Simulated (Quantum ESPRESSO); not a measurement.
# In2GaAs3 (I-4m2) in Quantum ESPRESSO: reference runs

Aim: a first look at In2GaAs3 with PBEsol, on the cell as given.

All numbers are computed with Quantum ESPRESSO 7.5; they aren't measurements. Logs are shortened: lines on timing, memory, paths and dates and some standing lists are left out, and cuts for length are marked.

### 1 Starting point

Symmetry: I-4m2, No. 119, tetragonal system. Conventional cell: a = 4.280 Å, b = 4.280 Å, c = 18.120 Å, α = 90.00°, β = 90.00°, γ = 90.00°. Around In (site symmetry 2mm) lie 4 As at 2.66 to 2.67 Å. As (site symmetry 2mm) has 2 Ga at 2.54 Å and 2 In at 2.67 Å as nearest neighbours. Around As (site symmetry -4m2) lie 4 In at 2.66 Å. Around Ga (site symmetry -4m2) lie 4 As at 2.54 Å.

The cell comes from a database or a generator and needn't be the stable form of this composition.

### 2 Single point, PBEsol

pw.in

```
&CONTROL
  calculation = 'scf'
  prefix = 'pwscf'
  outdir = './tmp'
  pseudo_dir = './pseudo'
  tprnfor = .true.
  tstress = .true.
  disk_io = 'low'
/
&SYSTEM
  ibrav = 0
  celldm(1) = 8
  nat = 6
  ntyp = 3
  ecutwfc = 56
  ecutrho = 448
  nbnd = 40
  occupations = 'smearing'
  smearing = 'fd'
  degauss = 0.00367493
/
&ELECTRONS
  conv_thr = 1.2d-09
  electron_maxstep = 120
  mixing_beta = 0.5
/
ATOMIC_SPECIES
In   114.8180 in_pbesol_v1.4.uspp.F.UPF
As    74.9216 as_pbesol_v1.uspp.F.UPF
Ga    69.7230 ga_pbesol_v1.4.uspp.F.UPF
CELL_PARAMETERS alat
 -0.5055452020383   0.5055452020383   2.1401299539477
  0.5055452020383  -0.5055452020383   2.1401299539477
  0.5055452020383   0.5055452020383  -2.1401299539477
ATOMIC_POSITIONS crystal
In     0.6632440000    0.6632440000    0.0000000000
In     0.3367560000    0.3367560000    0.0000000000
As     0.9245250000    0.4245250000    0.5000000000
As     0.5754750000    0.0754750000    0.5000000000
As     0.2500000000    0.7500000000    0.5000000000
Ga     0.0000000000    0.0000000000    0.0000000000
K_POINTS automatic
9 9 9 0 0 0
```

pp_density.in

```
&INPUTPP
  prefix = 'pwscf'
  outdir = './tmp'
  filplot = 'density.dat'
  plot_num = 0
/
&PLOT
  nfile = 1
  filepp(1) = 'density.dat'
  iflag = 3
  output_format = 6
  fileout = 'density.cube'
/
```

pp_potential.in

```
&INPUTPP
  prefix = 'pwscf'
  outdir = './tmp'
  filplot = 'potential.dat'
  plot_num = 11
/
&PLOT
  nfile = 1
  filepp(1) = 'potential.dat'
  iflag = 3
  output_format = 6
  fileout = 'potential.cube'
/
```

Potentials or basis: GBRV 1.5 PBEsol.

Launch:

```console
$ OMP_NUM_THREADS=1 mpirun -n 2 pw.x -nk 2 -in pw.in > pw.out
$ OMP_NUM_THREADS=1 mpirun -n 1 pp.x -in pp_density.in > pp_density.out
$ OMP_NUM_THREADS=1 mpirun -n 1 pp.x -in pp_potential.in > pp_potential.out
```

pw.out:

```text
This program is part of the open-source Quantum ESPRESSO suite
     for quantum simulation of materials; please cite
         "P. Giannozzi et al., J. Phys.:Condens. Matter 21 395502 (2009);
         "P. Giannozzi et al., J. Phys.:Condens. Matter 29 465901 (2017);
         "P. Giannozzi et al., J. Chem. Phys. 152 154105 (2020);
     in publications or presentations arising from this work. More details at

     Message from routine setup:
     using ibrav=0 with symmetry is DISCOURAGED, use correct ibrav instead

     K-points division:     npool     =       2
     Subspace diagonalization in iterative solution of the eigenvalue problem:
     a serial algorithm will be used

     G-vector sticks info
     --------------------
     sticks:   dense  smooth     PW     G-vecs:    dense   smooth      PW
     Sum        6977    3487   1043               179411    63401   10525

     Using Slab Decomposition

     bravais-lattice index     =            0
     lattice parameter (alat)  =       8.0000  a.u.
     unit-cell volume          =    1120.1859 (a.u.)^3
     number of atoms/cell      =            6
     number of atomic types    =            3
     number of electrons       =        60.00
     number of Kohn-Sham states=           40
     kinetic-energy cutoff     =      56.0000  Ry
     charge density cutoff     =     448.0000  Ry
     scf convergence threshold =      1.2E-09
     mixing beta               =       0.5000
     number of iterations used =            8  plain     mixing
     Exchange-correlation= SLA  PW   PSX  PSC
                           (   1   4  10   8   0   0   0)

     celldm(1)=   8.000000  celldm(2)=   0.000000  celldm(3)=   0.000000
     celldm(4)=   0.000000  celldm(5)=   0.000000  celldm(6)=   0.000000

     crystal axes: (cart. coord. in units of alat)
               a(1) = (  -0.505545   0.505545   2.140130 )
               a(2) = (   0.505545  -0.505545   2.140130 )
               a(3) = (   0.505545   0.505545  -2.140130 )

     reciprocal axes: (cart. coord. in units 2 pi/alat)
               b(1) = ( -0.000000  0.989031  0.233631 )
               b(2) = (  0.989031 -0.000000  0.233631 )
               b(3) = (  0.989031  0.989031  0.000000 )

     PseudoPot. # 1 for In read from file:
     in_pbesol_v1.4.uspp.F.UPF
     Pseudo is Ultrasoft + core correction, Zval = 13.0
     Generated by new atomic code, or converted to UPF format
     Using radial grid of  889 points,  6 beta functions with:
                l(1) =   0
                l(2) =   0
                l(3) =   1
                l(4) =   1
                l(5) =   2
                l(6) =   2
     Q(r) pseudized with  6 coefficients,  rinner =    1.400   1.400   1.400
                                                       1.400   1.400

     PseudoPot. # 2 for As read from file:
     as_pbesol_v1.uspp.F.UPF
     Pseudo is Ultrasoft + core correction, Zval =  5.0
     Generated by new atomic code, or converted to UPF format
     Using radial grid of  875 points,  6 beta functions with:
                l(1) =   0
                l(2) =   0
                l(3) =   1
                l(4) =   1
                l(5) =   2
                l(6) =   2
     Q(r) pseudized with  8 coefficients,  rinner =    1.300   1.300   1.300
                                                       1.300   1.300

     PseudoPot. # 3 for Ga read from file:
     ga_pbesol_v1.4.uspp.F.UPF
     Pseudo is Ultrasoft + core correction, Zval = 19.0
     Generated by new atomic code, or converted to UPF format
     Using radial grid of  871 points,  6 beta functions with:
                l(1) =   0
                l(2) =   0
                l(3) =   1
                l(4) =   1
                l(5) =   2
                l(6) =   2
     Q(r) pseudized with  8 coefficients,  rinner =    1.250   1.250   1.250
                                                       1.250   1.250

     atomic species   valence    mass     pseudopotential
     In               13.00   114.81800     In( 1.00)
     As                5.00    74.92160     As( 1.00)
     Ga               19.00    69.72300     Ga( 1.00)

      8 Sym. Ops. (no inversion) found

   Cartesian axes

     site n.     atom                  positions (alat units)
         1        In     tau(   1) = (  -0.0000000   0.0000000   2.8388567  )
         2        In     tau(   2) = (  -0.0000000   0.0000000   1.4414032  )
         3        As     tau(   3) = (   0.0000000   0.5055452   1.8170773  )
         4        As     tau(   4) = (   0.0000000   0.5055452   0.3230526  )
         5        As     tau(   5) = (   0.5055452   0.0000000   1.0700650  )
         6        Ga     tau(   6) = (   0.0000000   0.0000000   0.0000000  )

     number of k points=    75  Fermi-Dirac smearing, width (Ry)=  0.0037
                       cart. coord. in units 2pi/alat
        k(    1) = (   0.0000000   0.0000000   0.0000000), wk =   0.0027435
        k(    2) = (   0.1098924   0.1098924   0.0000000), wk =   0.0109739
        k(    3) = (   0.2197847   0.2197847   0.0000000), wk =   0.0109739
        k(    4) = (   0.3296771   0.3296771   0.0000000), wk =   0.0109739
        k(    5) = (   0.4395694   0.4395694   0.0000000), wk =   0.0109739
        k(    6) = (   0.1098924  -0.0000000   0.0259590), wk =   0.0219479
[... 67 lines left out ...]
        k(   74) = (  -0.0000000  -0.0000000   0.2076717), wk =   0.0054870
        k(   75) = (   0.0000000   0.8791389  -0.0000000), wk =   0.0109739

     Dense  grid:   179411 G-vectors     FFT dimensions: ( 125, 125, 125)

     Smooth grid:    63401 G-vectors     FFT dimensions: (  90,  90,  90)

     Initial potential from superposition of free atoms

     starting charge      55.9993, renormalised to      60.0000
     Starting wfcs are   42 randomized atomic wfcs

     Self-consistent Calculation

     iteration #  1     ecut=    56.00 Ry     beta= 0.50
     Davidson diagonalization with overlap
     ethr =  1.00E-02,  avg # of iterations =  7.3

     total energy              =    -699.00136779 Ry
     estimated scf accuracy    <     157.86673447 Ry
[... 61 lines left out ...]
     total energy              =    -801.40805990 Ry
     estimated scf accuracy    <       0.00460931 Ry

     iteration # 11     ecut=    56.00 Ry     beta= 0.50
     Davidson diagonalization with overlap
     c_bands:  1 eigenvalues not converged
     c_bands:  1 eigenvalues not converged
     ethr =  7.68E-06,  avg # of iterations =  6.3

     total energy              =    -801.40937221 Ry
     estimated scf accuracy    <       0.00027581 Ry

     iteration # 12     ecut=    56.00 Ry     beta= 0.50
     Davidson diagonalization with overlap
     c_bands:  1 eigenvalues not converged
     ethr =  4.60E-07,  avg # of iterations =  4.9

     total energy              =    -801.40958351 Ry
     estimated scf accuracy    <       0.00004256 Ry

     iteration # 13     ecut=    56.00 Ry     beta= 0.50
     Davidson diagonalization with overlap
     ethr =  7.09E-08,  avg # of iterations =  2.1
[... 32 lines left out ...]
     iteration # 18     ecut=    56.00 Ry     beta= 0.50
     Davidson diagonalization with overlap
     ethr =  6.55E-12,  avg # of iterations =  3.7

     End of self-consistent calculation

          k = 0.0000 0.0000 0.0000 (  7937 PWs)   bands (ev):

   -88.1879 -88.1689 -88.1689  -8.7813  -8.7301  -8.7301  -8.7032  -8.6741
    -8.4127  -8.3294  -8.2665  -8.2665  -8.2325  -8.2325  -8.1952  -8.1830
    -8.1763  -8.1677  -5.8354  -4.6078  -4.4918   1.0620   1.1473   3.8255
     3.8255   4.2824   4.2824   5.4157   5.8830   5.9574   5.9574   7.5656
     7.6032   8.2290   8.6993   9.7325   9.7325   9.7397  12.9441  12.9938
[... 331 lines left out ...]
   -88.1879 -88.1689 -88.1689  -8.7725  -8.7485  -8.7268  -8.6978  -8.6789
    -8.4006  -8.3157  -8.3064  -8.2553  -8.2476  -8.2427  -8.1875  -8.1845
    -8.1765  -8.1721  -5.1136  -4.6878  -3.9065   0.1539   1.2196   2.0282
     2.9162   3.3271   3.6095   4.2757   4.9953   5.2284   8.2414   8.3488
     9.1059   9.6307   9.8109  10.6402  10.8082  10.9397  10.9821  11.2702

          k =-0.0000 0.4396-0.0519 (  7916 PWs)   bands (ev):

   -88.1879 -88.1689 -88.1689  -8.7694  -8.7527  -8.7289  -8.6952  -8.6795
    -8.3971  -8.3373  -8.2964  -8.2630  -8.2561  -8.2433  -8.1844  -8.1811
    -8.1736  -8.1674  -4.7435  -4.4188  -4.3002   0.0662   0.3794   1.2282
     3.5533   3.7833   4.5119   4.5536   5.0309   5.2182   7.0125   7.7666
     8.2894  10.1210  10.3268  10.6624  10.6962  10.8903  11.1566  11.2393
[... 43 lines left out ...]
   -88.1879 -88.1689 -88.1689  -8.7706  -8.7621  -8.7188  -8.6945  -8.6829
    -8.4206  -8.3234  -8.3108  -8.2432  -8.2363  -8.2340  -8.1978  -8.1952
    -8.1683  -8.1655  -4.4863  -4.2840  -3.8657  -0.0902   0.7090   0.9893
     3.0708   3.1310   3.3853   3.4975   4.1781   4.3460   8.8317   8.9524
     9.0518   9.1125   9.3395   9.7135  10.6996  10.9814  12.0999  12.6239

          k =-0.0000 0.2198-0.0000 (  7949 PWs)   bands (ev):

   -88.1879 -88.1689 -88.1689  -8.7758  -8.7401  -8.7296  -8.6998  -8.6764
    -8.4019  -8.3202  -8.2914  -8.2630  -8.2504  -8.2361  -8.1859  -8.1798
    -8.1779  -8.1735  -5.5234  -4.4377  -4.3693   0.5839   0.8037   3.1724
     3.5895   3.6850   4.0526   4.5174   5.0664   5.7752   7.3110   7.9342
     8.3771   9.4982   9.7399   9.8894  10.0480  10.6919  11.3685  11.7105
[... 75 lines left out ...]
   -88.1879 -88.1689 -88.1689  -8.7748  -8.7424  -8.7290  -8.6993  -8.6771
    -8.3978  -8.3237  -8.2951  -8.2615  -8.2485  -8.2386  -8.1854  -8.1825
    -8.1754  -8.1747  -5.2852  -4.9283  -3.9098   0.1497   1.5987   2.2665
     2.9503   3.5802   4.2278   4.7333   5.2725   5.5219   7.5254   7.8666
     8.5387   9.5892   9.9079  10.1472  10.6215  10.8017  10.9711  11.3608

          k =-0.0000 0.5495-0.0260 (  7905 PWs)   bands (ev):

   -88.1879 -88.1689 -88.1689  -8.7694  -8.7527  -8.7289  -8.6952  -8.6795
    -8.3966  -8.3381  -8.2965  -8.2628  -8.2560  -8.2433  -8.1843  -8.1813
    -8.1739  -8.1671  -4.6735  -4.5088  -4.2947   0.2336   0.6191   0.7847
     2.9399   4.4940   4.5451   4.8813   5.0464   5.2312   6.7128   7.1962
     8.3508  10.3269  10.5125  10.5967  10.6289  10.9233  11.6622  11.6843
[... 67 lines left out ...]
   -88.1879 -88.1689 -88.1689  -8.7784  -8.7356  -8.7298  -8.7014  -8.6754
    -8.4007  -8.3308  -8.2812  -8.2652  -8.2389  -8.2362  -8.1909  -8.1804
    -8.1774  -8.1711  -5.4609  -5.1732  -3.8836   0.0872   2.3764   2.7777
     3.3741   3.4471   4.5366   4.7874   5.3577   5.6274   7.6010   7.9661
     8.1457   8.5243   9.3183   9.6679  10.3656  10.8062  10.9146  11.2340

          k =-0.0000 0.6594-0.0000 (  7938 PWs)   bands (ev):

   -88.1879 -88.1689 -88.1689  -8.7718  -8.7479  -8.7292  -8.6970  -8.6783
    -8.3953  -8.3305  -8.2979  -8.2594  -8.2591  -8.2396  -8.1824  -8.1790
    -8.1784  -8.1711  -5.0030  -4.7809  -4.0240   0.2278   1.0744   1.2826
     2.6711   4.1874   5.0692   5.1324   5.2332   5.3288   6.6162   6.9542
     8.1535  10.3775  10.4589  10.6198  10.6378  10.9245  11.8872  12.0143
[... 19 lines left out ...]
   -88.1879 -88.1689 -88.1689  -8.7799  -8.7330  -8.7299  -8.7022  -8.6748
    -8.4026  -8.3348  -8.2748  -8.2664  -8.2372  -8.2325  -8.1932  -8.1803
    -8.1774  -8.1694  -5.5170  -5.2667  -3.8833   0.0551   2.7256   2.9066
     3.3716   3.6795   5.0240   5.0625   5.2376   5.3021   7.4047   7.7107
     8.0256   8.2890   9.0963   9.3038  10.7748  10.7750  11.0127  11.0767

     the Fermi energy is     6.0526 ev

!    total energy              =    -801.40958684 Ry
     estimated scf accuracy    <          1.4E-10 Ry
     smearing contrib. (-TS)   =      -0.00004788 Ry
     internal energy E=F+TS    =    -801.40953896 Ry

     The total energy is F=E-TS. E is the sum of the following terms:
     one-electron contribution =    -565.90987871 Ry
     hartree contribution      =     312.91606509 Ry
     xc contribution           =    -216.48330104 Ry
     ewald contribution        =    -331.93242430 Ry

     convergence has been achieved in  18 iterations

     Forces acting on atoms (cartesian axes, Ry/au):

     atom    1 type  1   force =     0.00000000    0.00000000   -0.00177553
     atom    2 type  1   force =     0.00000000   -0.00000000    0.00177553
     atom    3 type  2   force =     0.00000000   -0.00000000   -0.00021058
     atom    4 type  2   force =    -0.00000000    0.00000000    0.00021058
     atom    5 type  2   force =    -0.00000000    0.00000000    0.00000000
     atom    6 type  3   force =     0.00000000    0.00000000    0.00000000

     Total force =     0.002529     Total SCF correction =     0.000024

     Computing stress (Cartesian axis) and pressure

          total   stress  (Ry/bohr**3)                   (kbar)     P=      -26.73
  -0.00018836   0.00000000  -0.00000000          -27.71        0.00       -0.00
   0.00000000  -0.00018836  -0.00000000            0.00      -27.71       -0.00
  -0.00000000  -0.00000000  -0.00016837           -0.00       -0.00      -24.77

=------------------------------------------------------------------------------=
   JOB DONE.
=------------------------------------------------------------------------------=
```

Wall time 34 min (2 MPI ranks of Arm Neoverse V1, shared host); peak memory 1.4 GiB.

What came out:

- Free energy: -10903.7329 eV
- Pressure: -2.7 GPa
- Largest force: 0.046 eV/Å
- Band gap on the k mesh: none (metal or under the smearing width)

Forces in eV/Å, atoms in the order of the input:
```
In   0.000  0.000 -0.046
In   0.000  0.000  0.046
As   0.000  0.000 -0.005
As   0.000  0.000  0.005
As   0.000  0.000  0.000
Ga   0.000  0.000  0.000
```
